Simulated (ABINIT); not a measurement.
# InP (F-43m) in ABINIT: further runs

One crystal, InP, is run at these levels: PBE; tasks: equation of state.

Program: ABINIT 10.8.3 (patched build). These are calculated values, not measurements. Logs are shortened: lines on timing, memory, paths and dates and some standing lists are left out, and cuts for length are marked. The log counts tension as positive stress, the text compression.

**Measured values to compare with.**

From a printed reference work, data compilation, for a bulk crystal of InP: bulk modulus 71 GPa.

The runs below are set against these values where they give the same quantity.

### Step 1. Starting point

The structure is cubic, space group F-43m (No. 216). The conventional cell has a = 5.861 Å, b = 5.861 Å, c = 5.861 Å, α = 90.00°, β = 90.00°, γ = 90.00°. In (site symmetry -43m) has 4 P at 2.54 Å as nearest neighbours. P (site symmetry -43m) is surrounded by 4 In at 2.54 Å.

### Step 2. Equation of state, PBE

Contents of run.abi:

```
# Datasets: one volume each
ndtset 7
getwfk -1
scalecart1 3*0.9795861087
scalecart2 3*0.9864848297
scalecart3 3*0.9932883884
scalecart4 3*1.0000000000
scalecart5 3*1.0066227096
scalecart6 3*1.0131594038
scalecart7 3*1.0196128224

# Pseudopotentials
pp_dirpath "./"
pseudos "In.upf, P.upf"

# Structure
acell 3*1.0
rprim
     0.0000000000     5.5378424082     5.5378424082
     5.5378424082     0.0000000000     5.5378424082
     5.5378424082     5.5378424082     0.0000000000
ntypat 2
znucl 49 15
natom 2
typat 1 2
xred
     0.0000000000     0.0000000000     0.0000000000
     0.7500000000     0.7500000000     0.7500000000

# Plane-wave basis
ecut 41.0

# k points
kptopt 1
ngkpt 8 8 8
nshiftk 1
shiftk 0.0 0.0 0.0

# Exchange and correlation
ixc 11

# Bands and occupations
nband 17
occopt 3
tsmear 0.05 eV

# SCF cycle
nstep 100
tolvrs 1.0e-10

# Output
iomode 3
prtwf 1
prtden 0
prteig 0
prtebands 0
```

Potentials or basis: PseudoDojo NC SR PBE v0.4 stringent.

Command:

```console
> abinit run.abi > log 2>&1
```

run.abo:

```text
.Version 10.8.3 of ABINIT
 DATASET    1 : space group F-4 3 m (#216); Bravais cF (face-center cubic)
================================================================================
 Values of the parameters that define the memory need for DATASET  1.
     intxc =       0    ionmov =       0      iscf =       7    lmnmax =       6
     lnmax =       6     mgfft =      48  mpssoang =       3    mqgrid =    3001
     natom =       2  nloc_mem =       1    nspden =       1   nspinor =       1
    nsppol =       1      nsym =      24    n1xccc =    2501    ntypat =       2
    occopt =       3   xclevel =       2
       mpw =        4031          nfft =      110592          nkpt =          29
================================================================================
================================================================================
[... 61 lines left out ...]
 DATASET    7 : space group F-4 3 m (#216); Bravais cF (face-center cubic)
================================================================================
 Values of the parameters that define the memory need for DATASET  7.
     intxc =       0    ionmov =       0      iscf =       7    lmnmax =       6
     lnmax =       6     mgfft =      48  mpssoang =       3    mqgrid =    3001
     natom =       2  nloc_mem =       1    nspden =       1   nspinor =       1
    nsppol =       1      nsym =      24    n1xccc =    2501    ntypat =       2
    occopt =       3   xclevel =       2
       mpw =        4552          nfft =      110592          nkpt =          29
================================================================================
================================================================================

--------------------------------------------------------------------------------
------------- Echo of variables that govern the present computation ------------
--------------------------------------------------------------------------------
 -outvars: echo values of preprocessed input variables --------
            acell      1.0000000000E+00  1.0000000000E+00  1.0000000000E+00 Bohr
              amu      1.14820000E+02  3.09737620E+01
             ecut      4.10000000E+01 Hartree
           getwfk          -1
              ixc          11
           jdtset        1    2    3    4    5    6    7
         kptrlatt        8    0    0      0    8    0      0    0    8
          kptrlen1     6.13745323E+01
          kptrlen2     6.18067615E+01
          kptrlen3     6.22330285E+01
          kptrlen4     6.26535347E+01
          kptrlen5     6.30684709E+01
          kptrlen6     6.34780179E+01
          kptrlen7     6.38823474E+01
            natom           2
            nband          17
           ndtset           7
            ngfft          48      48      48
             nkpt          29
            nstep         100
             nsym          24
           ntypat           2
           occopt           3
           prtden           0
        prtebands           0
           prteig           0
            rprim1     0.0000000000E+00  5.4247934952E+00  5.4247934952E+00
                       5.4247934952E+00  0.0000000000E+00  5.4247934952E+00
                       5.4247934952E+00  5.4247934952E+00  0.0000000000E+00
            rprim2     0.0000000000E+00  5.4629975250E+00  5.4629975250E+00
                       5.4629975250E+00  0.0000000000E+00  5.4629975250E+00
                       5.4629975250E+00  5.4629975250E+00  0.0000000000E+00
            rprim3     0.0000000000E+00  5.5006745609E+00  5.5006745609E+00
                       5.5006745609E+00  0.0000000000E+00  5.5006745609E+00
                       5.5006745609E+00  5.5006745609E+00  0.0000000000E+00
            rprim4     0.0000000000E+00  5.5378424082E+00  5.5378424082E+00
                       5.5378424082E+00  0.0000000000E+00  5.5378424082E+00
                       5.5378424082E+00  5.5378424082E+00  0.0000000000E+00
            rprim5     0.0000000000E+00  5.5745179303E+00  5.5745179303E+00
                       5.5745179303E+00  0.0000000000E+00  5.5745179303E+00
                       5.5745179303E+00  5.5745179303E+00  0.0000000000E+00
            rprim6     0.0000000000E+00  5.6107171126E+00  5.6107171126E+00
                       5.6107171126E+00  0.0000000000E+00  5.6107171126E+00
                       5.6107171126E+00  5.6107171126E+00  0.0000000000E+00
            rprim7     0.0000000000E+00  5.6464551278E+00  5.6464551278E+00
                       5.6464551278E+00  0.0000000000E+00  5.6464551278E+00
                       5.6464551278E+00  5.6464551278E+00  0.0000000000E+00
          spgroup         216
           tolvrs      1.00000000E-10
           tsmear      1.83746611E-03 Hartree
            typat      1  2
           xangst1     0.0000000000E+00  0.0000000000E+00  0.0000000000E+00
                       4.3060156344E+00  4.3060156344E+00  4.3060156344E+00
           xangst2     0.0000000000E+00  0.0000000000E+00  0.0000000000E+00
                       4.3363406872E+00  4.3363406872E+00  4.3363406872E+00
           xangst3     0.0000000000E+00  0.0000000000E+00  0.0000000000E+00
                       4.3662474303E+00  4.3662474303E+00  4.3662474303E+00
           xangst4     0.0000000000E+00  0.0000000000E+00  0.0000000000E+00
                       4.3957499970E+00  4.3957499970E+00  4.3957499970E+00
           xangst5     0.0000000000E+00  0.0000000000E+00  0.0000000000E+00
                       4.4248617727E+00  4.4248617727E+00  4.4248617727E+00
           xangst6     0.0000000000E+00  0.0000000000E+00  0.0000000000E+00
                       4.4535954462E+00  4.4535954462E+00  4.4535954462E+00
           xangst7     0.0000000000E+00  0.0000000000E+00  0.0000000000E+00
                       4.4819630610E+00  4.4819630610E+00  4.4819630610E+00
            xcart1     0.0000000000E+00  0.0000000000E+00  0.0000000000E+00
                       8.1371902429E+00  8.1371902429E+00  8.1371902429E+00
            xcart2     0.0000000000E+00  0.0000000000E+00  0.0000000000E+00
                       8.1944962874E+00  8.1944962874E+00  8.1944962874E+00
            xcart3     0.0000000000E+00  0.0000000000E+00  0.0000000000E+00
                       8.2510118413E+00  8.2510118413E+00  8.2510118413E+00
            xcart4     0.0000000000E+00  0.0000000000E+00  0.0000000000E+00
                       8.3067636123E+00  8.3067636123E+00  8.3067636123E+00
            xcart5     0.0000000000E+00  0.0000000000E+00  0.0000000000E+00
                       8.3617768954E+00  8.3617768954E+00  8.3617768954E+00
            xcart6     0.0000000000E+00  0.0000000000E+00  0.0000000000E+00
                       8.4160756689E+00  8.4160756689E+00  8.4160756689E+00
            xcart7     0.0000000000E+00  0.0000000000E+00  0.0000000000E+00
                       8.4696826917E+00  8.4696826917E+00  8.4696826917E+00
             xred      0.0000000000E+00  0.0000000000E+00  0.0000000000E+00
                       7.5000000000E-01  7.5000000000E-01  7.5000000000E-01
            znucl       49.00000   15.00000

================================================================================

 chkinp: Checking input parameters for consistency, jdtset=   1.

 chkinp: Checking input parameters for consistency, jdtset=   2.

 chkinp: Checking input parameters for consistency, jdtset=   3.

 chkinp: Checking input parameters for consistency, jdtset=   4.
[... 22 lines left out ...]
 Real(R)+Recip(G) space primitive vectors, cartesian coordinates (Bohr,Bohr^-1):
 R(1)=  0.0000000  5.4247935  5.4247935  G(1)= -0.0921694  0.0921694  0.0921694
 R(2)=  5.4247935  0.0000000  5.4247935  G(2)=  0.0921694 -0.0921694  0.0921694
 R(3)=  5.4247935  5.4247935  0.0000000  G(3)=  0.0921694  0.0921694 -0.0921694
 Unit cell volume ucvol=  3.1928582E+02 bohr^3
 Angles (23,13,12)=  6.00000000E+01  6.00000000E+01  6.00000000E+01 degrees

 getcut: wavevector=  0.0000  0.0000  0.0000  ngfft=  48  48  48
         ecut(hartree)=     41.000   => boxcut(ratio)=   2.17063

--- Pseudopotential description ------------------------------------------------
- pspini: atom type   1  psp file is ./In.upf
12 -101130 2 -1 1964                          pspcod,pspxc,lmax,lloc,mmax
     nproj     2     2     2

- pspini: atom type   2  psp file is ./P.upf
12 -101130 2 -1 1298                          pspcod,pspxc,lmax,lloc,mmax
     nproj     2     2     2

   1.08764046E+03                                ecore*ucvol(ha*bohr**3)
--------------------------------------------------------------------------------

================================================================================

--- !BeginCycle
iteration_state: {dtset: 1, }
solver: {iscf: 7, nstep: 100, nline: 4, wfoptalg: 0, }
tolerances: {tolvrs: 1.00E-10, }
...

     iter   Etot(hartree)      deltaE(h)  residm     vres2
 ETOT  1  -205.93886817618    -2.059E+02 3.502E-01 2.467E+02
 ETOT  2  -206.37963344597    -4.408E-01 3.340E-02 2.991E+01
 ETOT  3  -206.38210988419    -2.476E-03 1.883E-03 8.591E-01
 ETOT  4  -206.38214360105    -3.372E-05 1.941E-04 7.338E-02
 ETOT  5  -206.38214646800    -2.867E-06 6.244E-05 7.259E-03
 ETOT  6  -206.38214780248    -1.334E-06 4.688E-05 2.146E-03
 ETOT  7  -206.38214806500    -2.625E-07 8.406E-06 5.399E-06
 ETOT  8  -206.38214806562    -6.242E-10 1.105E-05 2.858E-07
 ETOT  9  -206.38214806566    -3.362E-11 1.856E-06 2.187E-08
 ETOT 10  -206.38214806565     1.197E-11 3.348E-06 4.746E-10
 ETOT 11  -206.38214806564     1.006E-11 1.668E-06 7.536E-12
[... 1027 lines left out ...]
 Cartesian components of stress tensor (hartree/bohr^3)
  sigma(1 1)=  1.61312442E-05  sigma(3 2)=  0.00000000E+00
  sigma(2 2)=  1.61312442E-05  sigma(3 1)=  0.00000000E+00
  sigma(3 3)=  1.61312442E-05  sigma(2 1)=  0.00000000E+00

-Cartesian components of stress tensor (GPa)         [Pressure= -4.7460E-01 GPa]
- sigma(1 1)=  4.74597591E-01  sigma(3 2)=  0.00000000E+00
- sigma(2 2)=  4.74597591E-01  sigma(3 1)=  0.00000000E+00
- sigma(3 3)=  4.74597591E-01  sigma(2 1)=  0.00000000E+00

== END DATASET(S) ==============================================================
================================================================================

 -outvars: echo values of variables after computation  --------
            acell      1.0000000000E+00  1.0000000000E+00  1.0000000000E+00 Bohr
           etotal1    -2.0638214807E+02
           etotal2    -2.0638392133E+02
           etotal3    -2.0638526615E+02
           etotal4    -2.0638622604E+02
           etotal5    -2.0638684044E+02
           etotal6    -2.0638714458E+02
           etotal7    -2.0638717021E+02
            fcart1    -0.0000000000E+00 -0.0000000000E+00 -0.0000000000E+00
                      -0.0000000000E+00 -0.0000000000E+00 -0.0000000000E+00
            fcart2    -2.4644393585E-29 -2.4644393585E-29  7.3933180754E-29
                       2.4644393585E-29  2.4644393585E-29 -7.3933180754E-29
            fcart3    -3.8243111046E-31 -3.8243111046E-31  1.1472933314E-30
                       3.8243111046E-31  3.8243111046E-31 -1.1472933314E-30
            fcart4     2.3931456027E-29  2.3931456027E-29 -7.1794368081E-29
                      -2.3931456027E-29 -2.3931456027E-29  7.1794368081E-29
            fcart5    -1.5094608050E-30 -1.5094608050E-30  4.5283824149E-30
                       1.5094608050E-30  1.5094608050E-30 -4.5283824149E-30
            fcart6    -1.4997220771E-30 -1.4997220771E-30  4.4991662314E-30
                       1.4997220771E-30  1.4997220771E-30 -4.4991662314E-30
            fcart7    -2.3843678575E-29 -1.1921839288E-29  4.7687357151E-29
                       2.3843678575E-29  1.1921839288E-29 -4.7687357151E-29
            rprim1     0.0000000000E+00  5.4247934952E+00  5.4247934952E+00
[... 30 lines left out ...]
           strten6    -2.2624320934E-05 -2.2624320934E-05 -2.2624320934E-05
                       0.0000000000E+00  0.0000000000E+00  0.0000000000E+00
           strten7     1.6131244246E-05  1.6131244246E-05  1.6131244246E-05
                       0.0000000000E+00  0.0000000000E+00  0.0000000000E+00
           xangst1     0.0000000000E+00  0.0000000000E+00  0.0000000000E+00
                       4.3060156344E+00  4.3060156344E+00  4.3060156344E+00
           xangst2     0.0000000000E+00  0.0000000000E+00  0.0000000000E+00
                       4.3363406872E+00  4.3363406872E+00  4.3363406872E+00
           xangst3     0.0000000000E+00  0.0000000000E+00  0.0000000000E+00
                       4.3662474303E+00  4.3662474303E+00  4.3662474303E+00
           xangst4     0.0000000000E+00  0.0000000000E+00  0.0000000000E+00
                       4.3957499970E+00  4.3957499970E+00  4.3957499970E+00
           xangst5     0.0000000000E+00  0.0000000000E+00  0.0000000000E+00
                       4.4248617727E+00  4.4248617727E+00  4.4248617727E+00
           xangst6     0.0000000000E+00  0.0000000000E+00  0.0000000000E+00
                       4.4535954462E+00  4.4535954462E+00  4.4535954462E+00
           xangst7     0.0000000000E+00  0.0000000000E+00  0.0000000000E+00
                       4.4819630610E+00  4.4819630610E+00  4.4819630610E+00
             xred      0.0000000000E+00  0.0000000000E+00  0.0000000000E+00
                       7.5000000000E-01  7.5000000000E-01  7.5000000000E-01
 Calculation completed.
```

Wall time 4.2 min (1 thread of AMD EPYC 9R45 (Zen 5), shared host); peak memory 0.15 GiB.

What came out:

```
Equilibrium volume                      : 26.47 Å³/atom
Bulk modulus                            : 60 GPa
Pressure derivative of the bulk modulus : 4.6
```

Energy against volume, from the lowest point:
```tsv
volume (Å³/atom)	energy (meV/atom)
23.657	68.33
24.160	44.20
24.663	25.91
25.167	12.85
25.670	4.49
26.173	0.35
26.677	0.00
```

Caveat: pressures at fixed basis lie under the slope of the energies. PBE usually gives volumes a little too large and moduli too small.

### Step 3. Equation of state, PBE

Changes to run.abi since step 2:

```diff
@@ -30,3 +30,3 @@
 # Plane-wave basis
-ecut 41.0
+ecut 35.0
 
@@ -42,3 +42,3 @@
 # Bands and occupations
-nband 17
+nband 13
 occopt 3
```

Potentials or basis: PseudoDojo NC SR PBE v0.5 standard.

Command:

```console
> abinit run.abi > log 2>&1
```

Wall time 2.9 min (1 thread of AMD EPYC 9R45 (Zen 5), shared host); peak memory 0.13 GiB.

It converged, with:

| Quantity | Value |
| --- | --- |
| Equilibrium volume | 26.48 Å³/atom |
| Bulk modulus | 60 GPa |
| Pressure derivative of the bulk modulus | 4.6 |

Energy against volume, from the lowest point:
```tsv
volume (Å³/atom)	energy (meV/atom)
23.657	68.99
24.160	44.71
24.663	26.29
25.167	13.12
25.670	4.66
26.173	0.43
26.677	0.00
```

Caveat: pressures at fixed basis lie under the slope of the energies.

### Step 4. Equation of state, PBE

Changes to run.abi since step 3:

```diff
@@ -30,3 +30,3 @@
 # Plane-wave basis
-ecut 35.0
+ecut 41.0
 
@@ -42,3 +42,3 @@
 # Bands and occupations
-nband 13
+nband 17
 occopt 3
```

Potentials or basis: PseudoDojo NC SR PBE v0.5 stringent.

Command:

```console
> abinit run.abi > log 2>&1
```

Run time: 4.1 min. Hardware: 1 thread of AMD EPYC 9R45 (Zen 5), shared host; peak memory 0.15 GiB.

The run converged. Its results:

| Item | Value |
| --- | --- |
| Equilibrium volume | 26.47 Å³/atom |
| Bulk modulus | 60 GPa |
| Pressure derivative of the bulk modulus | 4.6 |

Energy against volume, from the lowest point:
| volume (Å³/atom) | energy (meV/atom) |
| --- | --- |
| 23.657 | 68.33 |
| 24.160 | 44.20 |
| 24.663 | 25.91 |
| 25.167 | 12.85 |
| 25.670 | 4.49 |
| 26.173 | 0.35 |
| 26.677 | 0.00 |

Caveat: pressures at fixed basis lie under the slope of the energies. PBE usually gives volumes a little too large and moduli too small.

### Step 5. Equation of state, PBE

Changes to run.abi since step 4:

```diff
@@ -13,3 +13,3 @@
 pp_dirpath "./"
-pseudos "In.upf, P.upf"
+pseudos "In_ONCV_PBE-1.2.upf, P_ONCV_PBE-1.2.upf"
 
@@ -30,3 +30,3 @@
 # Plane-wave basis
-ecut 41.0
+ecut 35.0
 
@@ -42,3 +42,3 @@
 # Bands and occupations
-nband 17
+nband 13
 occopt 3
```

Potentials or basis: SG15 NC PBE v1.2.

Command:

```console
> abinit run.abi > log 2>&1
```

It took 2.5 min on 1 thread of AMD EPYC 9R45 (Zen 5), shared host; peak memory 0.13 GiB.

It converged, with:

```
Equilibrium volume                      : 26.53 Å³/atom
Bulk modulus                            : 59 GPa
Pressure derivative of the bulk modulus : 4.6
```

Energy against volume, from the lowest point:
| volume (Å³/atom) | energy (meV/atom) |
| --- | --- |
| 23.657 | 71.22 |
| 24.160 | 46.53 |
| 24.663 | 27.70 |
| 25.167 | 14.14 |
| 25.670 | 5.32 |
| 26.173 | 0.75 |
| 26.677 | 0.00 |

Caveat: pressures at fixed basis lie under the slope of the energies. PBE usually gives volumes a little too large and moduli too small.

### Step 6. Equation of state, PBE

Changes to run.abi since step 5:

```diff
@@ -13,3 +13,3 @@
 pp_dirpath "./"
-pseudos "In_ONCV_PBE-1.2.upf, P_ONCV_PBE-1.2.upf"
+pseudos "In.upf, P.upf"
```

Potentials or basis: Ansatz NC PBE.

Command:

```console
> abinit run.abi > log 2>&1
```

It took 3.1 min on 1 thread of AMD EPYC 9R45 (Zen 5), shared host; peak memory 0.13 GiB.

The run converged. Its results:

| Quantity | Value |
| --- | --- |
| Equilibrium volume | 26.48 Å³/atom |
| Bulk modulus | 60 GPa |
| Pressure derivative of the bulk modulus | 4.6 |

Energy against volume, from the lowest point:
| volume (Å³/atom) | energy (meV/atom) |
| --- | --- |
| 23.657 | 68.78 |
| 24.160 | 44.57 |
| 24.663 | 26.19 |
| 25.167 | 13.05 |
| 25.670 | 4.62 |
| 26.173 | 0.41 |
| 26.677 | 0.00 |

Caveat: pressures at fixed basis lie under the slope of the energies.

### Step 7. Summary

```csv
potentials or basis,cutoff (eV),V0 of scaled cells (Å³/atom),B0 (GPa)
PseudoDojo NC SR PBE v0.4 stringent,1116,26.47,60
PseudoDojo NC SR PBE v0.5 standard,952,26.48,60
PseudoDojo NC SR PBE v0.5 stringent,1116,26.47,60
SG15 NC PBE v1.2,952,26.53,59
Ansatz NC PBE,952,26.48,60
```

Alike in all rows: task equation of state; level PBE; no spin polarisation; cell as given; k mesh 8 × 8 × 8; smearing fermi-dirac 0.05 eV.

Caveats: pressures at fixed basis lie under the slope of the energies.

Absolute energies hang on the potentials; compare differences alone.

### Step 8. Comparison with measurements

Step 2. A measured bulk modulus of InP is 71 GPa (a printed reference work, data compilation); the calculated 60 GPa misses it by -16.1 %. The fit is for a static lattice scaled at fixed shape and fixed fractional positions.

Step 3. A measured bulk modulus of InP is 71 GPa (a printed reference work, data compilation); the calculated 60 GPa misses it by -16.0 %. The fit is for a static lattice scaled at fixed shape and fixed fractional positions.

Step 4. Measured bulk modulus of InP: 71 GPa (a printed reference work, data compilation). This calculation gives 60 GPa (-16.1 %). The fit is for a static lattice scaled at fixed shape and fixed fractional positions.

Step 5. Measured bulk modulus of InP: 71 GPa (a printed reference work, data compilation). This calculation gives 59 GPa (-16.2 %). The fit is for a static lattice scaled at fixed shape and fixed fractional positions.

Step 6. A measured bulk modulus of InP is 71 GPa (a printed reference work, data compilation); the calculated 60 GPa misses it by -16.1 %. The fit is for a static lattice scaled at fixed shape and fixed fractional positions.
